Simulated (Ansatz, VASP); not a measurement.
**Mg in VASP and in Ansatz**

```
Mg
1.0
    -1.83599    1.83599    1.67940
     1.83599   -1.83599    1.67940
     1.83599    1.83599   -1.67940
Mg
1
Cartesian
  0.0000 0.0000 0.0000
```

This isn't the form of Mg at room conditions, which is hcp.

Alike in both runs: task relaxation of cell and atoms; functional BLYP; k mesh 11 × 11 × 11; occupations fermi-dirac, width 0.05 eV; no spin polarisation.

```csv
,VASP,Ansatz
version,VASP 6.6.1,Ansatz 0.2.0
potentials or method,"VASP PAW PBE potentials, release 64 (Mg)",Ansatz PAW
plane-wave cutoff (eV),600,420
valence electrons in the cell,2,10
```

|  | VASP | Ansatz | Ansatz less VASP |
| --- | --- | --- | --- |
| gap on the k mesh at the Fermi level, each at its own relaxed structure (eV) | none | none | - |
| relaxed volume (Å³/atom) | 23.68 | 23.68 | 0.000 |
| relaxed cell length with the largest relative difference (Å) | 3.149 | 3.149 | -0.0001 |
| energy change over the relaxation (meV/atom) | -9 | -9 | -0.2 |

A gap of «none» marks a metal or a gap that the smearing closes. The two sets of potentials don't hold the same shells in valence.

Caveats: the PAW data sets were made with another functional, which shifts forces and pressure a little (VASP); the plane-wave basis is chosen anew once the cell has moved, so the energies of steps on either side of that aren't comparable (Ansatz); the PAW data sets come from PBE, with cores solved anew for the run's functional, which leaves a small shift of forces and pressure (Ansatz).
